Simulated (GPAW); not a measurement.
# TiAl (P-6m2) in GPAW: notebook

Runs on TiAl. Level: PBEsol. Tasks: relaxation of cell and atoms.

Everything below comes from runs of GPAW 26.7.0. Logs are shortened: lines on timing, memory, paths and dates and some standing lists are left out, and cuts for length are marked. The log counts tension as positive stress, the text compression.

## 1. The structure

Symmetry: P-6m2, No. 187, hexagonal system. The conventional cell has a = 2.867 Å, b = 2.867 Å, c = 4.678 Å, α = 90.00°, β = 90.00°, γ = 120.00°. Ti (site symmetry -6m2) is surrounded by 6 Al at 2.87 Å and 6 Ti at 2.87 Å. Around Al (site symmetry -6m2) lie 6 Ti at 2.87 Å and 6 Al at 2.87 Å.

The cell comes from a database or a generator and needn't be the stable form of this composition.

## 2. Relaxation of cell and atoms, PBEsol

Contents of run.py:

```python
from ase import Atoms
from ase.filters import FrechetCellFilter
from ase.io import write
from ase.optimize import BFGS
from gpaw import GPAW, PW, setup_paths

setup_paths.insert(0, '.')

atoms = Atoms(['Ti', 'Al'],
              cell=[[2.8672622327, 0.0, 0.0],
                    [-1.4336311163, 2.4831219328, 0.0],
                    [0.0, 0.0, 4.678083]],
              scaled_positions=[[0.0, 0.0, 0.0],
                                [0.3333333333, 0.6666666667, 0.5]],
              pbc=True)

calc = GPAW(mode=PW(600),
            xc='PBEsol',
            kpts={'size': (9, 9, 5), 'gamma': True},
            occupations={'name': 'fermi-dirac', 'width': 0.05},
            nbands=17,
            convergence={'density': 1e-05, 'forces': 0.0001},
            maxiter=150,
            txt='gpaw.txt')
atoms.calc = calc
opt = BFGS(FrechetCellFilter(atoms), trajectory='relax.traj', logfile='-')
done = opt.run(fmax=0.02, steps=60)
calc.write('gs.gpw')
write('result.traj', atoms)
print('Converged:', done)
print('Cell:', atoms.cell.cellpar().round(4))
print('Volume:', round(atoms.get_volume(), 4))
print(atoms.get_scaled_positions().round(5))
```

Potentials or basis: PAW data sets generated in the run's folder for this functional, pw.

The run is started by

```
$ gpaw-setup -f PBEsol Al Ti
$ OMP_NUM_THREADS=1 python run.py
```

gpaw.txt:

```text
__  _  _
 | _ |_)|_||  |
 |__||  | ||/\| - 26.7.0

Input parameters:
  mode=PW(ecut=600.0),
  convergence={'density': 1e-05, 'forces': 0.0001},
  kpts=MonkhorstPack(size=(9, 9, 5), gamma=True),
  maxiter=150,
  nbands=17,
  occupations=Occupations(name='fermi-dirac', width=0.05),
  xc=XC(name='PBEsol')

Diagonalizing LCAO Hamiltonian
Converting LCAO to pw mode

        Al

       Ti

Atoms  # Å, Bohr magnetons
|   | symbol |         x |        y |        z |    initial magnetic moments |
|---|--------|-----------|----------|----------|-----------------------------|
| 0 |     Ti |  0.000000 | 0.000000 | 0.000000 | ( 0.0000,  0.0000,  0.0000) |
| 1 |     Al | -0.000000 | 1.655415 | 2.339041 | ( 0.0000,  0.0000,  0.0000) |

Unit cell  # Å
| periodic |         x |        y |        z |  lengths |     angles |
|----------|-----------|----------|----------|----------|------------|
|      yes |  2.867262 | 0.000000 | 0.000000 | 2.867262 |  90.000000 |
|      yes | -1.433631 | 2.483122 | 0.000000 | 2.867262 |  90.000000 |
|      yes |  0.000000 | 0.000000 | 4.678083 | 4.678083 | 120.000000 |

Number of symmetries: 12
Symmetry operations  # r_c * U_cc + t_c -> r_c
|    | kind |            matrix            |
|----|------|------------------------------|
|  0 |  σ   |  1, 1, 0,  0,-1, 0,  0, 0, 1 |
|  1 |  C2  |  1, 1, 0,  0,-1, 0,  0, 0,-1 |
|  2 |  E   |  1, 0, 0,  0, 1, 0,  0, 0, 1 |
|  3 |  σ   |  1, 0, 0,  0, 1, 0,  0, 0,-1 |
|  4 |  C3  |  0, 1, 0, -1,-1, 0,  0, 0, 1 |
|  5 |  S3  |  0, 1, 0, -1,-1, 0,  0, 0,-1 |
|  6 |  σ   |  0,-1, 0, -1, 0, 0,  0, 0, 1 |
|  7 |  C2  |  0,-1, 0, -1, 0, 0,  0, 0,-1 |
|  8 |  σ   | -1, 0, 0,  1, 1, 0,  0, 0, 1 |
|  9 |  C2  | -1, 0, 0,  1, 1, 0,  0, 0,-1 |
| 10 |  C3  | -1,-1, 0,  1, 0, 0,  0, 0, 1 |
| 11 |  S3  | -1,-1, 0,  1, 0, 0,  0, 0,-1 |
[... 175 lines left out ...]
|          5 |         5.168 |     2.000 |
|          6 |         5.609 |     2.000 |
|          7 |         8.768 |     0.000 |
|          8 |         8.768 |     0.000 |
|          9 |        10.243 |     0.000 |
|         10 |        10.243 |     0.000 |
|         11 |        11.365 |     0.000 |
|         12 |        20.318 |     0.000 |
|         13 |        20.318 |     0.000 |
|         14 |        21.009 |     0.000 |
|        ... |               |           |
|         16 |        21.527 |     0.000 |

No gap
No difference between direct/indirect transitions

Stress tensor  # eV/Ang^3
|         x |         y |        z |
|-----------|-----------|----------|
|  0.017554 | -0.000000 | 0.000000 |
| -0.000000 |  0.017554 | 0.000000 |
|  0.000000 |  0.000000 | 0.021938 |

Forces  # eV/Ang
|        x |       y |       z |
|----------|---------|---------|
|  0.00000 | 0.00000 | 0.00000 |  # Ti   0
| -0.00000 | 0.00000 | 0.00000 |  # Al   1

Interpolating wave functions to new cell

        Al

       Ti

Atoms  # Å, Bohr magnetons
|   | symbol |         x |        y |        z |    initial magnetic moments |
|---|--------|-----------|----------|----------|-----------------------------|
| 0 |     Ti |  0.000000 | 0.000000 | 0.000000 | ( 0.0000,  0.0000,  0.0000) |
| 1 |     Al | -0.000000 | 1.651962 | 2.332946 | ( 0.0000,  0.0000,  0.0000) |

Unit cell  # Å
| periodic |         x |        y |        z |  lengths |     angles |
|----------|-----------|----------|----------|----------|------------|
|      yes |  2.861281 | 0.000000 | 0.000000 | 2.861281 |  90.000000 |
|      yes | -1.430641 | 2.477942 | 0.000000 | 2.861281 |  90.000000 |
|      yes |  0.000000 | 0.000000 | 4.665891 | 4.665891 | 120.000000 |

Number of symmetries: 12
Symmetry operations  # r_c * U_cc + t_c -> r_c
|    | kind |            matrix            |
|----|------|------------------------------|
|  0 |  σ   |  1, 1, 0,  0,-1, 0,  0, 0, 1 |
|  1 |  C2  |  1, 1, 0,  0,-1, 0,  0, 0,-1 |
|  2 |  E   |  1, 0, 0,  0, 1, 0,  0, 0, 1 |
|  3 |  σ   |  1, 0, 0,  0, 1, 0,  0, 0,-1 |
|  4 |  C3  |  0, 1, 0, -1,-1, 0,  0, 0, 1 |
|  5 |  S3  |  0, 1, 0, -1,-1, 0,  0, 0,-1 |
|  6 |  σ   |  0,-1, 0, -1, 0, 0,  0, 0, 1 |
|  7 |  C2  |  0,-1, 0, -1, 0, 0,  0, 0,-1 |
|  8 |  σ   | -1, 0, 0,  1, 1, 0,  0, 0, 1 |
|  9 |  C2  | -1, 0, 0,  1, 1, 0,  0, 0,-1 |
| 10 |  C3  | -1,-1, 0,  1, 0, 0,  0, 0, 1 |
| 11 |  S3  | -1,-1, 0,  1, 0, 0,  0, 0,-1 |
[... 174 lines left out ...]
|          5 |         5.230 |     2.000 |
|          6 |         5.676 |     2.000 |
|          7 |         8.843 |     0.000 |
|          8 |         8.843 |     0.000 |
|          9 |        10.332 |     0.000 |
|         10 |        10.332 |     0.000 |
|         11 |        11.472 |     0.000 |
|         12 |        20.433 |     0.000 |
|         13 |        20.433 |     0.000 |
|         14 |        21.146 |     0.000 |
|        ... |               |           |
|         16 |        21.642 |     0.000 |

No gap
No difference between direct/indirect transitions

Stress tensor  # eV/Ang^3
|         x |         y |        z |
|-----------|-----------|----------|
|  0.013564 | -0.000000 | 0.000000 |
| -0.000000 |  0.013564 | 0.000000 |
|  0.000000 |  0.000000 | 0.016790 |

Forces  # eV/Ang
|        x |        y |       z |
|----------|----------|---------|
| -0.00000 | -0.00000 | 0.00000 |  # Ti   0
| -0.00000 | -0.00000 | 0.00000 |  # Al   1

Interpolating wave functions to new cell

        Al

       Ti

Atoms  # Å, Bohr magnetons
|   | symbol |         x |         y |        z |    initial magnetic moments |
|---|--------|-----------|-----------|----------|-----------------------------|
| 0 |     Ti |  0.000000 | -0.000000 | 0.000000 | ( 0.0000,  0.0000,  0.0000) |
| 1 |     Al | -0.000000 |  1.640768 | 2.313395 | ( 0.0000,  0.0000,  0.0000) |

Unit cell  # Å
| periodic |         x |         y |        z |  lengths |     angles |
|----------|-----------|-----------|----------|----------|------------|
|      yes |  2.841894 |  0.000000 | 0.000000 | 2.841894 |  90.000000 |
|      yes | -1.420947 |  2.461153 | 0.000000 | 2.841894 |  90.000000 |
|      yes | -0.000000 | -0.000000 | 4.626789 | 4.626789 | 120.000000 |

Number of symmetries: 12
Symmetry operations  # r_c * U_cc + t_c -> r_c
|    | kind |            matrix            |
|----|------|------------------------------|
|  0 |  σ   |  1, 1, 0,  0,-1, 0,  0, 0, 1 |
|  1 |  C2  |  1, 1, 0,  0,-1, 0,  0, 0,-1 |
|  2 |  E   |  1, 0, 0,  0, 1, 0,  0, 0, 1 |
|  3 |  σ   |  1, 0, 0,  0, 1, 0,  0, 0,-1 |
|  4 |  C3  |  0, 1, 0, -1,-1, 0,  0, 0, 1 |
|  5 |  S3  |  0, 1, 0, -1,-1, 0,  0, 0,-1 |
|  6 |  σ   |  0,-1, 0, -1, 0, 0,  0, 0, 1 |
|  7 |  C2  |  0,-1, 0, -1, 0, 0,  0, 0,-1 |
|  8 |  σ   | -1, 0, 0,  1, 1, 0,  0, 0, 1 |
|  9 |  C2  | -1, 0, 0,  1, 1, 0,  0, 0,-1 |
| 10 |  C3  | -1,-1, 0,  1, 0, 0,  0, 0, 1 |
| 11 |  S3  | -1,-1, 0,  1, 0, 0,  0, 0,-1 |
[... 175 lines left out ...]
|          5 |         5.433 |     2.000 |
|          6 |         5.898 |     2.000 |
|          7 |         9.090 |     0.000 |
|          8 |         9.090 |     0.000 |
|          9 |        10.624 |     0.000 |
|         10 |        10.624 |     0.000 |
|         11 |        11.825 |     0.000 |
|         12 |        20.805 |     0.000 |
|         13 |        20.805 |     0.000 |
|         14 |        21.602 |     0.000 |
|        ... |               |           |
|         16 |        22.019 |     0.000 |

No gap
No difference between direct/indirect transitions

Stress tensor  # eV/Ang^3
|         x |         y |         z |
|-----------|-----------|-----------|
| -0.000114 |  0.000000 |  0.000000 |
|  0.000000 | -0.000114 |  0.000000 |
|  0.000000 |  0.000000 | -0.000940 |

Forces  # eV/Ang
|        x |       y |       z |
|----------|---------|---------|
| -0.00000 | 0.00000 | 0.00000 |  # Ti   0
|  0.00000 | 0.00000 | 0.00000 |  # Al   1

# Writing to gs.gpw (mode='')
```

Run time: 51 s. Hardware: 1 thread of Intel Xeon Platinum 8259CL at 2.50GHz (Skylake/Cascade Lake), shared host; peak memory 0.17 GiB.

Results:

- Free energy: -11.7709 eV
- Relaxed volume: 16.18 Å³/atom
- Relaxed cell: a = 2.842 Å, b = 2.842 Å, c = 4.627 Å, α = 90.00°, β = 90.00°, γ = 120.00°
- Space group after relaxing (to 0.05 Å): P-6m2 (No. 187)
- Energy gained by relaxing: 3.3 meV/atom
- Ionic steps: 3
- Pressure after relaxing: 0.1 GPa
- Band gap on the k mesh: none (metal or under the smearing width)

Stress tensor (GPa, compression positive):
```
0.02 0.00 0.00
0.00 0.02 0.00
0.00 0.00 0.15
```

The path:
```tsv
step	energy change (eV)	largest force (eV/Å)	pressure (GPa)	volume (Å³)
1	0.0000	0.0000	-3.05	33.31
2	-0.0033	0.0000	-2.35	33.08
3	-0.0067	0.0000	0.06	32.36
```

Final structure:
```
CELL_PARAMETERS angstrom
2.84189 0.00000 0.00000
-1.42095 2.46115 0.00000
0.00000 0.00000 4.62679
ATOMIC_POSITIONS crystal
Ti 0.00000 0.00000 0.00000
Al 0.33333 0.66667 0.50000
```

Caveat: later steps reuse the first step's grids.

## 3. Relaxation of cell and atoms, PBEsol, target pressure 2 GPa, at which the enthalpy is minimised

Edit run.py of step 2 so:

```diff
@@ -4,2 +4,3 @@
 from ase.optimize import BFGS
+from ase.units import GPa
 from gpaw import GPAW, PW, setup_paths
@@ -25,3 +26,3 @@
 atoms.calc = calc
-opt = BFGS(FrechetCellFilter(atoms), trajectory='relax.traj', logfile='-')
+opt = BFGS(FrechetCellFilter(atoms, scalar_pressure=2 * GPa), trajectory='relax.traj', logfile='-')
 done = opt.run(fmax=0.02, steps=60)
```

Potentials or basis: PAW data sets generated in the run's folder for this functional, pw.

The run is started by

```
$ gpaw-setup -f PBEsol Al Ti
$ OMP_NUM_THREADS=1 python run.py
```

gpaw.txt:

```text
__  _  _
 | _ |_)|_||  |
 |__||  | ||/\| - 26.7.0

Input parameters:
  mode=PW(ecut=600.0),
  convergence={'density': 1e-05, 'forces': 0.0001},
  kpts=MonkhorstPack(size=(9, 9, 5), gamma=True),
  maxiter=150,
  nbands=17,
  occupations=Occupations(name='fermi-dirac', width=0.05),
  xc=XC(name='PBEsol')

Diagonalizing LCAO Hamiltonian
Converting LCAO to pw mode

        Al

       Ti

Atoms  # Å, Bohr magnetons
|   | symbol |         x |        y |        z |    initial magnetic moments |
|---|--------|-----------|----------|----------|-----------------------------|
| 0 |     Ti |  0.000000 | 0.000000 | 0.000000 | ( 0.0000,  0.0000,  0.0000) |
| 1 |     Al | -0.000000 | 1.655415 | 2.339041 | ( 0.0000,  0.0000,  0.0000) |

Unit cell  # Å
| periodic |         x |        y |        z |  lengths |     angles |
|----------|-----------|----------|----------|----------|------------|
|      yes |  2.867262 | 0.000000 | 0.000000 | 2.867262 |  90.000000 |
|      yes | -1.433631 | 2.483122 | 0.000000 | 2.867262 |  90.000000 |
|      yes |  0.000000 | 0.000000 | 4.678083 | 4.678083 | 120.000000 |

Number of symmetries: 12
Symmetry operations  # r_c * U_cc + t_c -> r_c
|    | kind |            matrix            |
|----|------|------------------------------|
|  0 |  σ   |  1, 1, 0,  0,-1, 0,  0, 0, 1 |
|  1 |  C2  |  1, 1, 0,  0,-1, 0,  0, 0,-1 |
|  2 |  E   |  1, 0, 0,  0, 1, 0,  0, 0, 1 |
|  3 |  σ   |  1, 0, 0,  0, 1, 0,  0, 0,-1 |
|  4 |  C3  |  0, 1, 0, -1,-1, 0,  0, 0, 1 |
|  5 |  S3  |  0, 1, 0, -1,-1, 0,  0, 0,-1 |
|  6 |  σ   |  0,-1, 0, -1, 0, 0,  0, 0, 1 |
|  7 |  C2  |  0,-1, 0, -1, 0, 0,  0, 0,-1 |
|  8 |  σ   | -1, 0, 0,  1, 1, 0,  0, 0, 1 |
[... 191 lines left out ...]
No gap
No difference between direct/indirect transitions

Stress tensor  # eV/Ang^3
|         x |         y |        z |
|-----------|-----------|----------|
|  0.017554 | -0.000000 | 0.000000 |
| -0.000000 |  0.017554 | 0.000000 |
|  0.000000 |  0.000000 | 0.021938 |

Forces  # eV/Ang
|       x |        y |       z |
|---------|----------|---------|
| 0.00000 | -0.00000 | 0.00000 |  # Ti   0
| 0.00000 | -0.00000 | 0.00000 |  # Al   1

Interpolating wave functions to new cell

        Al

[... 474 lines left out ...]

        Al

       Ti

Atoms  # Å, Bohr magnetons
|   | symbol |         x |        y |        z |    initial magnetic moments |
|---|--------|-----------|----------|----------|-----------------------------|
| 0 |     Ti |  0.000000 | 0.000000 | 0.000000 | ( 0.0000,  0.0000,  0.0000) |
| 1 |     Al | -0.000000 | 1.631359 | 2.301769 | ( 0.0000,  0.0000,  0.0000) |

Unit cell  # Å
| periodic |         x |        y |         z |  lengths |     angles |
|----------|-----------|----------|-----------|----------|------------|
|      yes |  2.825597 | 0.000000 | -0.000000 | 2.825597 |  90.000000 |
|      yes | -1.412798 | 2.447039 |  0.000000 | 2.825597 |  90.000000 |
|      yes |  0.000000 | 0.000000 |  4.603538 | 4.603538 | 120.000000 |

Number of symmetries: 12
Symmetry operations  # r_c * U_cc + t_c -> r_c
|    | kind |            matrix            |
|----|------|------------------------------|
|  0 |  σ   |  1, 1, 0,  0,-1, 0,  0, 0, 1 |
|  1 |  C2  |  1, 1, 0,  0,-1, 0,  0, 0,-1 |
|  2 |  E   |  1, 0, 0,  0, 1, 0,  0, 0, 1 |
|  3 |  σ   |  1, 0, 0,  0, 1, 0,  0, 0,-1 |
|  4 |  C3  |  0, 1, 0, -1,-1, 0,  0, 0, 1 |
|  5 |  S3  |  0, 1, 0, -1,-1, 0,  0, 0,-1 |
|  6 |  σ   |  0,-1, 0, -1, 0, 0,  0, 0, 1 |
|  7 |  C2  |  0,-1, 0, -1, 0, 0,  0, 0,-1 |
|  8 |  σ   | -1, 0, 0,  1, 1, 0,  0, 0, 1 |
[... 192 lines left out ...]
Stress tensor  # eV/Ang^3
|         x |         y |         z |
|-----------|-----------|-----------|
| -0.011441 |  0.000000 |  0.000000 |
|  0.000000 | -0.011441 |  0.000000 |
|  0.000000 |  0.000000 | -0.014248 |

Forces  # eV/Ang
|        x |        y |       z |
|----------|----------|---------|
| -0.00000 |  0.00000 | 0.00000 |  # Ti   0
|  0.00000 | -0.00000 | 0.00000 |  # Al   1

Interpolating wave functions to new cell

        Al

       Ti

Atoms  # Å, Bohr magnetons
|   | symbol |         x |        y |        z |    initial magnetic moments |
|---|--------|-----------|----------|----------|-----------------------------|
| 0 |     Ti |  0.000000 | 0.000000 | 0.000000 | ( 0.0000,  0.0000,  0.0000) |
| 1 |     Al | -0.000000 | 1.631249 | 2.302899 | ( 0.0000,  0.0000,  0.0000) |

Unit cell  # Å
| periodic |         x |        y |         z |  lengths |     angles |
|----------|-----------|----------|-----------|----------|------------|
|      yes |  2.825405 | 0.000000 | -0.000000 | 2.825405 |  90.000000 |
|      yes | -1.412703 | 2.446873 |  0.000000 | 2.825405 |  90.000000 |
|      yes |  0.000000 | 0.000000 |  4.605799 | 4.605799 | 120.000000 |

Number of symmetries: 12
Symmetry operations  # r_c * U_cc + t_c -> r_c
|    | kind |            matrix            |
|----|------|------------------------------|
|  0 |  σ   |  1, 1, 0,  0,-1, 0,  0, 0, 1 |
|  1 |  C2  |  1, 1, 0,  0,-1, 0,  0, 0,-1 |
|  2 |  E   |  1, 0, 0,  0, 1, 0,  0, 0, 1 |
|  3 |  σ   |  1, 0, 0,  0, 1, 0,  0, 0,-1 |
|  4 |  C3  |  0, 1, 0, -1,-1, 0,  0, 0, 1 |
|  5 |  S3  |  0, 1, 0, -1,-1, 0,  0, 0,-1 |
|  6 |  σ   |  0,-1, 0, -1, 0, 0,  0, 0, 1 |
|  7 |  C2  |  0,-1, 0, -1, 0, 0,  0, 0,-1 |
|  8 |  σ   | -1, 0, 0,  1, 1, 0,  0, 0, 1 |
[... 191 lines left out ...]
Stress tensor  # eV/Ang^3
|         x |         y |         z |
|-----------|-----------|-----------|
| -0.011275 |  0.000000 |  0.000000 |
|  0.000000 | -0.011275 |  0.000000 |
|  0.000000 |  0.000000 | -0.013608 |

Forces  # eV/Ang
|        x |       y |       z |
|----------|---------|---------|
| -0.00000 | 0.00000 | 0.00000 |  # Ti   0
| -0.00000 | 0.00000 | 0.00000 |  # Al   1

# Writing to gs.gpw (mode='')
```

stdout:

```text
Step          Energy          fmax
BFGS:    0      -11.348883        0.573223
BFGS:    1      -11.358205        0.428093
BFGS:    2      -11.368334        0.051807
BFGS:    3      -11.368560        0.028089
BFGS:    4      -11.368627        0.019232
Converged: True
Cell: [  2.8254   2.8254   4.6058  90.      90.     120.    ]
Volume: 31.8418
[[0.      0.      0.     ]
 [0.33333 0.66667 0.5    ]]
```

It took 64 s on 1 thread of Intel Xeon Platinum 8259CL at 2.50GHz (Skylake/Cascade Lake), shared host; peak memory 0.21 GiB.

What came out:

```
Free energy                                            : -11.7661 eV
Relaxed volume                                         : 15.92 Å³/atom
Relaxed cell                                           : a = 2.825 Å, b = 2.825 Å, c = 4.606 Å, α = 90.00°, β = 90.00°, γ = 120.00°
Space group after relaxing (to 0.05 Å)                 : P-6m2 (No. 187)
Energy change on relaxing (the enthalpy is what falls) : -1.2 meV/atom
Ionic steps                                            : 5
Pressure after relaxing                                : 1.9 GPa
Band gap on the k mesh                                 : none (metal or under the smearing width)
```

Stress tensor (GPa, compression positive):
```
1.81 0.00 0.00
0.00 1.81 0.00
0.00 0.00 2.18
```

Step by step:
| step | energy change (eV) | largest force (eV/Å) | pressure (GPa) | volume (Å³) |
| --- | --- | --- | --- | --- |
| 1 | 0.0000 | 0.0000 | -3.05 | 33.31 |
| 2 | -0.0049 | 0.0000 | -1.88 | 32.93 |
| 3 | -0.0013 | 0.0000 | 2.17 | 31.78 |
| 4 | -0.0021 | 0.0000 | 1.98 | 31.83 |
| 5 | -0.0024 | 0.0000 | 1.93 | 31.84 |

Final structure:
```
Ti Al
1.0
     2.82541    0.00000    0.00000
    -1.41270    2.44687    0.00000
     0.00000    0.00000    4.60580
Ti Al
1 1
Direct
  0.00000 0.00000 0.00000
  0.33333 0.66667 0.50000
```

Levels at points of the mesh, in eV from the Fermi level:
```
           k point  band 4  band 5  band 6  band 7  band 8  band 9  band 10  band 11
(0.00, 0.00, 0.00)  -32.14   -9.20   -2.37   -1.90    1.33    1.33     2.91     2.91
```

Caveat: later steps reuse the first step's grids.
